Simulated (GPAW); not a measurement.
# GaN (F-43m) in GPAW: notebook

The runs below take GaN through equation of state, with LDA, SCAN+D3.

Everything below comes from runs of GPAW 26.7.0. Logs are shortened: lines on timing, memory, paths and dates and some standing lists are left out, and cuts for length are marked. The log counts tension as positive stress, the text compression.

## 1. The structure

It takes space group F-43m (No. 216, cubic). Conventional cell: a = 4.507 Å, b = 4.507 Å, c = 4.507 Å, α = 90.00°, β = 90.00°, γ = 90.00°. Ga (site symmetry -43m) is surrounded by 4 N at 1.95 Å. N (site symmetry -43m) is surrounded by 4 Ga at 1.95 Å.

The cell is a database's computed one.

## 2. Equation of state, LDA

Contents of run.py:

```python
from ase import Atoms
from ase.eos import EquationOfState
from ase.io import Trajectory
from ase.units import GPa
from gpaw import GPAW, PW

atoms = Atoms(['Ga', 'N'],
              cell=[[0.0, 2.2535006075, 2.2535006075],
                    [2.2535006075, 0.0, 2.2535006075],
                    [2.2535006075, 2.2535006075, 0.0]],
              scaled_positions=[[0.0, 0.0, 0.0],
                                [0.25, 0.25, 0.25]],
              pbc=True)

traj = Trajectory('eos.traj', 'w')
volumes, energies = [], []
for x in [0.94, 0.96, 0.98, 1.0, 1.02, 1.04, 1.06]:
    a = atoms.copy()
    a.set_cell(atoms.cell * x**(1 / 3), scale_atoms=True)
    calc = GPAW(mode=PW(1600),
                xc='LDA',
                kpts={'size': (10, 10, 10), 'gamma': True},
                occupations={'name': 'fermi-dirac', 'width': 0.05},
                setups='hgh',
                nbands=-7,
                convergence={'density': 1e-05, 'energy': 1e-05},
                maxiter=150,
                txt=f'eos-{x:.2f}.txt')
    a.calc = calc
    energies.append(a.get_potential_energy(force_consistent=True))
    volumes.append(a.get_volume())
    p = -a.get_stress()[:3].mean() / GPa
    calc.write(f'eos-{x:.2f}.gpw')
    traj.write(a)
    print(f'{x:.2f} {volumes[-1]:10.4f} A^3 {energies[-1]:14.6f} eV {p:9.3f} GPa', flush=True)

v0, e0, B = EquationOfState(volumes, energies, eos='birchmurnaghan').fit()
print(f'V0 = {v0:.4f} A^3, E0 = {e0:.6f} eV, B0 = {B / GPa:.2f} GPa')
```

Potentials or basis: HGH pseudopotentials, pw.

Command:

```console
> OMP_NUM_THREADS=1 python run.py
```

The program printed:

```text
__  _  _
 | _ |_)|_||  |
 |__||  | ||/\| - 26.7.0

Input parameters:
  mode=PW(ecut=1600.0),
  convergence={'density': 1e-05, 'energy': 1e-05},
  kpts=MonkhorstPack(size=(10, 10, 10), gamma=True),
  maxiter=150,
  nbands=-7,
  occupations=Occupations(name='fermi-dirac', width=0.05),
  setups={'default': 'hgh'},
  xc=XC(name='LDA')

Diagonalizing LCAO Hamiltonian
Converting LCAO to pw mode

           N
       Ga

Atoms  # Å, Bohr magnetons
|   | symbol |        x |        y |        z |    initial magnetic moments |
|---|--------|----------|----------|----------|-----------------------------|
| 0 |     Ga | 0.000000 | 0.000000 | 0.000000 | ( 0.0000,  0.0000,  0.0000) |
| 1 |      N | 1.103749 | 1.103749 | 1.103749 | ( 0.0000,  0.0000,  0.0000) |

Unit cell  # Å
| periodic |        x |        y |        z |  lengths |    angles |
|----------|----------|----------|----------|----------|-----------|
|      yes | 0.000000 | 2.207498 | 2.207498 | 3.121873 | 60.000000 |
|      yes | 2.207498 | 0.000000 | 2.207498 | 3.121873 | 60.000000 |
|      yes | 2.207498 | 2.207498 | 0.000000 | 3.121873 | 60.000000 |

Number of symmetries: 24
Symmetry operations  # r_c * U_cc + t_c -> r_c
|    | kind |            matrix            |
|----|------|------------------------------|
|  0 |  E   |  1, 0, 0,  0, 1, 0,  0, 0, 1 |
|  1 |  σ   |  1, 0, 0,  0, 0, 1,  0, 1, 0 |
|  2 |  σ   |  1, 0,-1,  0, 1,-1,  0, 0,-1 |
|  3 |  C3  |  1, 0,-1,  0, 0,-1,  0, 1,-1 |
|  4 |  C3  |  1,-1, 0,  0,-1, 1,  0,-1, 0 |
|  5 |  σ   |  1,-1, 0,  0,-1, 0,  0,-1, 1 |
|  6 |  σ   |  0, 1, 0,  1, 0, 0,  0, 0, 1 |
|  7 |  C3  |  0, 1, 0,  0, 0, 1,  1, 0, 0 |
|  8 |  C2  |  0, 1,-1,  1, 0,-1,  0, 0,-1 |
|  9 |  S4  |  0, 1,-1,  0, 0,-1,  1, 0,-1 |
| 10 |  C3  |  0, 0, 1,  1, 0, 0,  0, 1, 0 |
| 11 |  σ   |  0, 0, 1,  0, 1, 0,  1, 0, 0 |
| 12 |  S4  |  0, 0,-1,  1, 0,-1,  0, 1,-1 |
| 13 |  C3  |  0, 0,-1,  0, 1,-1,  1, 0,-1 |
| 14 |  S4  |  0,-1, 1,  1,-1, 0,  0,-1, 0 |
| 15 |  C2  |  0,-1, 1,  0,-1, 0,  1,-1, 0 |
| 16 |  C3  |  0,-1, 0,  1,-1, 0,  0,-1, 1 |
| 17 |  S4  |  0,-1, 0,  0,-1, 1,  1,-1, 0 |
| 18 |  S4  | -1, 1, 0, -1, 0, 1, -1, 0, 0 |
| 19 |  C3  | -1, 1, 0, -1, 0, 0, -1, 0, 1 |
| 20 |  C3  | -1, 0, 1, -1, 1, 0, -1, 0, 0 |
| 21 |  S4  | -1, 0, 1, -1, 0, 0, -1, 1, 0 |
| 22 |  σ   | -1, 0, 0, -1, 1, 0, -1, 0, 1 |
| 23 |  C2  | -1, 0, 0, -1, 0, 1, -1, 1, 0 |

BZ-sampling:
  Number of BZ points: 1000
  Number of IBZ points: 47

  Monkhorst-Pack size: [10, 10, 10]
  Monkhorst-Pack shift: [0.05, 0.05, 0.05]

K-points  # in reciprocal-cell coordinates
|     |                                coordinates |     weight |
|-----|--------------------------------------------|------------|
|   0 | (  0.00000000,   0.00000000,   0.00000000) | 0.00100000 |
|   1 | (  0.10000000,   0.10000000,   0.00000000) | 0.00600000 |
|   2 | (  0.10000000,   0.10000000,   0.10000000) | 0.00800000 |
|   3 | (  0.20000000,   0.10000000,   0.10000000) | 0.01200000 |
|   4 | (  0.20000000,   0.20000000,   0.00000000) | 0.00600000 |
|   5 | (  0.20000000,   0.20000000,   0.10000000) | 0.02400000 |
|   6 | (  0.20000000,   0.20000000,   0.20000000) | 0.00800000 |
|   7 | (  0.30000000,   0.20000000,   0.10000000) | 0.02400000 |
|   8 | (  0.30000000,   0.20000000,   0.20000000) | 0.02400000 |
|   9 | (  0.30000000,   0.30000000,   0.00000000) | 0.00600000 |
| ... |                                            |            |
|  46 | (  0.50000000,   0.50000000,   0.50000000) | 0.00400000 |

Plane wave coefficients: 3142
Cutoff: 1600.0 eV

Spin-components: 1 (collinear spins)
Bands:           11
Projectors:      8
Spin-degeneracy: 2
Datatype:        complex128

Parallelization:
  kpt:    1
  domain: 1
  band:   1

Density:
  Valence electrons: 8.0
  Components: 1
  Grid points: [30 30 30]
  Charge: 0.0  # |e|

Potential:
  Grid points: [30 30 30]

species:
  HGH setup for Ga
      Valence Z=3, rloc=0.56000
      Local part coeffs: zeros
      Projectors:
          l=0, rc=0.61079
          l=1, rc=0.70460
          l=2, rc=0.98258
      Diagonal coefficients of nonlocal parts:
          l=0:  2.36932, -0.24901, -0.55180
          l=1:  0.74630, -0.51313
          l=2:  0.07544

    LCAO basis set for Ga:
      Name: atompaw.sz
      This basis set was not loaded from a file
      Number of radial functions: 2
      Number of spherical harmonics: 4
        l=0, rc=8.9500 Bohr: 1s e=-0.332 f=2.000
        l=1, rc=8.9500 Bohr: 1p e=-0.094 f=1.000
      Number of RI-basis functions 0

  HGH setup for N
      Valence Z=5, rloc=0.28918
      Local part coeffs: -12.23482, 1.76641
      Projectors:
          l=0, rc=0.25661
          l=1, rc=0.27013
      Diagonal coefficients of nonlocal parts:
          l=0: 13.55224
          l=1:  0.00000

    LCAO basis set for N:
      Name: atompaw.sz
      This basis set was not loaded from a file
      Number of radial functions: 2
      Number of spherical harmonics: 4
        l=0, rc=8.9500 Bohr: 1s e=-0.676 f=2.000
        l=1, rc=8.9500 Bohr: 1p e=-0.266 f=3.000
      Number of RI-basis functions 0

Reference energy: 0.000000  # eV

eigensolver:
  PPCG
  Converge bands: occupied
  niter=2

density mixing:
  MSR1-Mixer
  Pratt-step length: 0.05
  Maximum mixing coefficient: 0.75
  Old densities: 10
  SVD Regularization: 0.005
  Good broyden scale: 1.0
  Trust region scale: 1.0
  Backstep threshold: 4.0
  History deletion threshold: 6.0
  Fourier metric: weight=20.0, sigma=0.015

occupation numbers:
  Fermi-Dirac:
    width: 0.0500  # eV

poisson solver:
  ecut: 12800.0  # eV

xc functional:
  name: None

convergence criteria:
[... 6 lines left out ...]
|iter     | |      energy | eigst |  dens |
|---------|-|-------------|-------|-------|
|iter:   1| | -335.980261 | -0.14 |       |
|iter:   2| | -335.535466 | -1.82 | -0.59 |
|iter:   3| | -334.218052 | -0.63 | -0.64 |
|iter:   4| | -334.206393 | -2.76 | -1.28 |
|iter:   5| | -334.203152 | -3.20 | -1.58 |
|iter:   6| | -334.203155 | -5.43 | -2.95 |
|iter:   7| | -334.203157c| -6.69 | -3.30 |
|iter:   8| | -334.203157c| -7.71c| -4.88 |
|iter:   9| | -334.203157c| -8.64c| -5.55c|

Converged in 9 steps
Energy contributions relative to reference atoms: (reference = 0.000000)

Energy contributions:
  Kinetic:         258.001134
  Coulomb:        -469.322224
  Zero:            -31.077509
  External:          0.000000
  Xc:              -91.804559
  Entropy:          -0.000000
  Spinorbit:         0.000000
  ----------------------------
  Free energy:    -334.203157
  Extrapolated:   -334.203157

dipole moment: (-7.837905, -7.837905, -7.837905)  # |e|*Ang

Fermi level: 5.923
Eigenvalues  # (at kpt = [0.000, 0.000, 0.000])
| band index |      eig [eV] | occ [0-2] |
|------------|---------------|-----------|
|          0 |       -11.159 |     2.000 |
|          1 |         4.900 |     2.000 |
|          2 |         4.900 |     2.000 |
|          3 |         4.900 |     2.000 |
|          4 |         7.639 |     0.000 |
|          5 |        15.747 |     0.000 |
|          6 |        15.747 |     0.000 |
|          7 |        15.747 |     0.000 |
|          8 |        23.350 |     0.000 |
|          9 |        24.497 |     0.000 |
|         10 |        24.497 |     0.000 |

Gap: 2.738 eV
Transition (v -> c):
  (s=0, k=0, n=3, [0.00, 0.00, 0.00]) -> (s=0, k=0, n=4, [0.00, 0.00, 0.00])
No difference between direct/indirect transitions

Stress tensor  # eV/Ang^3
|        x |        y |        z |
|----------|----------|----------|
| 0.095883 | 0.000000 | 0.000000 |
| 0.000000 | 0.095883 | 0.000000 |
| 0.000000 | 0.000000 | 0.095883 |

# Writing to eos-0.94.gpw (mode='')
```

eos-0.98.txt:

```text
SCF iterations
|iter     | |      energy | eigst |  dens |
|---------|-|-------------|-------|-------|
|iter:   1| | -335.835322 | -0.16 |       |
|iter:   2| | -335.400105 | -1.82 | -0.59 |
|iter:   3| | -334.142610 | -0.66 | -0.64 |
|iter:   4| | -334.130486 | -2.79 | -1.27 |
|iter:   5| | -334.126921 | -3.16 | -1.57 |
|iter:   6| | -334.126922 | -5.39 | -2.93 |
[... 35 lines left out ...]
|         10 |        23.723 |     0.000 |

Gap: 2.395 eV
Transition (v -> c):
  (s=0, k=0, n=3, [0.00, 0.00, 0.00]) -> (s=0, k=0, n=4, [0.00, 0.00, 0.00])
No difference between direct/indirect transitions

Stress tensor  # eV/Ang^3
|         x |         y |         z |
|-----------|-----------|-----------|
|  0.133146 |  0.000000 | -0.000000 |
|  0.000000 |  0.133146 | -0.000000 |
| -0.000000 | -0.000000 |  0.133146 |

# Writing to eos-0.98.gpw (mode='')
```

Wall time 3.5 min (1 thread of Arm Neoverse V1, shared host); peak memory 0.28 GiB.

Results:

```yaml
Equilibrium_volume: "10.18 Å³/atom (rough: see the caveat)"
Bulk_modulus: 206 GPa (rough)
```

Energy against volume, from the lowest point:
```tsv
volume (Å³/atom)	energy (meV/atom)
10.757	0.00
10.986	16.76
11.215	38.12
11.444	63.37
11.673	92.05
11.902	123.78
12.131	158.54
```

Caveat: the minimum lies outside the volumes run; HGH potentials are hard and often keep d shells in the core, so these values are rough.

## 3. Equation of state, SCAN+D3

Contents of run.py:

```python
from ase.calculators.mixing import SumCalculator
from ase.eos import EquationOfState
from ase.io import Trajectory
from ase.spacegroup import crystal
from ase.units import GPa
from dftd3.ase import DFTD3
from gpaw import GPAW, PW

# Ga 4a
# N 4d
atoms = crystal(['Ga', 'N'],
                basis=[[0.0, 0.0, 0.0],
                       [0.25, 0.25, 0.75]],
                spacegroup=216, setting=1,  # F-43m
                cellpar=[4.50700122, 4.50700122, 4.50700122, 90.0, 90.0, 90.0],
                primitive_cell=True)

traj = Trajectory('eos.traj', 'w')
volumes, energies = [], []
for x in [0.94, 0.96, 0.98, 1.0, 1.02, 1.04, 1.06]:
    a = atoms.copy()
    a.set_cell(atoms.cell * x**(1 / 3), scale_atoms=True)
    calc = GPAW(mode=PW(800),
                xc='MGGA_X_SCAN+MGGA_C_SCAN',
                kpts={'size': (10, 10, 10), 'gamma': True},
                occupations={'name': 'fermi-dirac', 'width': 0.05},
                nbands=11,
                convergence={'density': 1e-05, 'energy': 1e-05},
                maxiter=150,
                txt=f'eos-{x:.2f}.txt')
    a.calc = SumCalculator([calc, DFTD3(method='scan', damping='d3zero')])
    energies.append(a.get_potential_energy())
    volumes.append(a.get_volume())
    p = -a.get_stress()[:3].mean() / GPa
    calc.write(f'eos-{x:.2f}.gpw')
    traj.write(a)
    print(f'{x:.2f} {volumes[-1]:10.4f} A^3 {energies[-1]:14.6f} eV {p:9.3f} GPa', flush=True)

v0, e0, B = EquationOfState(volumes, energies, eos='birchmurnaghan').fit()
print(f'V0 = {v0:.4f} A^3, E0 = {e0:.6f} eV, B0 = {B / GPa:.2f} GPa')
```

Potentials or basis: GPAW PAW data sets (gpaw-data 1.2.1), pw.

Command:

```console
> OMP_NUM_THREADS=1 python run.py
```

It took 5.7 min on 1 thread of Arm Neoverse V1, shared host; peak memory 0.56 GiB.

It converged, with:

| Quantity | Value |
| --- | --- |
| Equilibrium volume | 11.67 Å³/atom (rough: see the caveat) |
| Bulk modulus | 219 GPa (rough) |

Energy against volume, from the lowest point:
```csv
volume (Å³/atom),energy (meV/atom)
10.757,56.31
10.986,30.46
11.215,13.11
11.444,3.23
11.673,0.00
11.902,3.55
12.131,11.83
```

Caveat: the data sets keep Ga 3d, Li 1s and Be 1s frozen, and some such compounds lay over 1.5 % in volume off other programs; the points scatter about the fit; the PAW data sets were made with another functional, which shifts forces and pressure a little.

(Continued in part 2 of 2.)
